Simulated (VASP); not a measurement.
A calculation with VASP 6.6.1 of KF (ASE script, structure from a CIF):

The input run.py:

```python
from ase.calculators.vasp import Vasp
from ase.dft.bandgap import bandgap
from ase.io import read

atoms = read('KF.cif', primitive_cell=True, subtrans_included=False)
calc = Vasp(
    directory='calc',
    xc='pbesol',
    pp='PBE',
    setups='materialsproject',
    prec='Accurate',
    encut=520,
    ediff=1e-06,
    ismear=0,
    sigma=0.02,
    lreal=False,
    lasph=True,
    nelm=100,
    algo='Normal',
    isif=2,
    lwave=False,
    lcharg=False,
    kpts=[8, 8, 8],
    gamma=True,
)
atoms.calc = calc

print('energy (eV):', atoms.get_potential_energy())
print('free energy (eV):', atoms.get_potential_energy(force_consistent=True))
print('forces (eV/A):')
print(atoms.get_forces())
print('stress (eV/A^3, Voigt):', atoms.get_stress())
print('Fermi level (eV):', calc.get_fermi_level())
gap, top, bottom = bandgap(calc)
print('band gap (eV):', gap, 'from (spin, k, band)', top, 'to', bottom)
```

Contents of KF.cif:

```cif
data_KF
_cell_length_a 3.25895500
_cell_length_b 3.25895500
_cell_length_c 3.25895500
_cell_angle_alpha 90.00000000
_cell_angle_beta 90.00000000
_cell_angle_gamma 90.00000000
_space_group_name_H-M_alt 'Pm-3m'
_space_group_name_Hall '-P 4 2 3'
_space_group_IT_number 221
loop_
_space_group_symop_operation_xyz
'x,y,z'
'-x,-y,-z'
'-y,x,z'
'y,-x,-z'
'-x,-y,z'
'x,y,-z'
'y,-x,z'
'-y,x,-z'
'x,-y,-z'
'-x,y,z'
'-y,-x,-z'
'y,x,z'
'-x,y,-z'
'x,-y,z'
'y,x,-z'
'-y,-x,z'
'z,x,y'
'-z,-x,-y'
'z,-y,x'
'-z,y,-x'
'z,-x,-y'
'-z,x,y'
'z,y,-x'
'-z,-y,x'
'-z,x,-y'
'z,-x,y'
'-z,-y,-x'
'z,y,x'
'-z,-x,y'
'z,x,-y'
'-z,y,x'
'z,-y,-x'
'y,z,x'
'-y,-z,-x'
'x,z,-y'
'-x,-z,y'
'-y,z,-x'
'y,-z,x'
'-x,z,y'
'x,-z,-y'
'-y,-z,x'
'y,z,-x'
'-x,-z,-y'
'x,z,y'
'y,-z,-x'
'-y,z,x'
'x,-z,y'
'-x,z,-y'
loop_
_atom_site_label
_atom_site_type_symbol
_atom_site_symmetry_multiplicity
_atom_site_Wyckoff_symbol
_atom_site_fract_x
_atom_site_fract_y
_atom_site_fract_z
_atom_site_occupancy
K1 K 1 a 0.0000000000 0.0000000000 0.0000000000 1
F1 F 1 b 0.5000000000 0.5000000000 0.5000000000 1
```

Potentials or basis: VASP PAW PBE potentials, release 64 (K_sv, F).

Launch:

```console
$ python run.py
```

The cell comes from a database or a generator and needn't be the stable form of this composition.

Problem. Write the same calculation in another form: native input, structure from a POSCAR.

Solution. As run:

The input INCAR:

```
SYSTEM = KF
PREC     = Accurate       ! precision mode
ENCUT    = 520            ! plane-wave cutoff, eV
EDIFF    = 1E-6           ! SCF threshold, eV
ISMEAR   = 0              ! smearing method
SIGMA    = 0.02           ! smearing width, eV
LREAL    = .FALSE.        ! projectors in reciprocal space
LASPH    = .TRUE.         ! aspherical terms in the spheres
NELM     = 60             ! most SCF steps
ALGO     = Fast           ! electronic algorithm
ISIF     = 2              ! what is computed and relaxed
LWAVE    = .FALSE.        ! write WAVECAR
LCHARG   = .TRUE.         ! write CHGCAR
GGA      = PS             ! functional
LELF     = .TRUE.         ! ELF
LVHAR    = .TRUE.       
NBANDS   = 15             ! bands
```

File KPOINTS:

```
regular mesh
0
G
  8 8 8
  0 0 0
```

The input POSCAR:

```
KF
3.259
    0.999986192083      0.000000000000      0.000000000000
    0.000000000000      0.999986192083      0.000000000000
    0.000000000000      0.000000000000      0.999986192083
K F
1 1
Direct
    0.0000000000      0.0000000000      0.0000000000
    0.5000000000      0.5000000000      0.5000000000
```

Potentials or basis: VASP PAW PBE potentials, release 64 (K_sv, F).

Command:

```bash
$ cat potpaw_PBE.64/K_sv/POTCAR potpaw_PBE.64/F/POTCAR > POTCAR
$ mpirun -np 1 vasp_std > vasp.out
```

Both were run:

|  | ASE script, structure from a CIF | native input, structure from a POSCAR |
| --- | --- | --- |
| Pressure | -2.4 GPa | -2.5 GPa |
| Band gap on the k mesh | 6.10 eV, indirect (least direct gap 6.15 eV) | 6.10 eV, indirect (least direct gap 6.15 eV) |

Keys that steer only the numerical path or the files written may differ.

Caveat: the PAW data sets were made with another functional, which shifts forces and pressure a little.
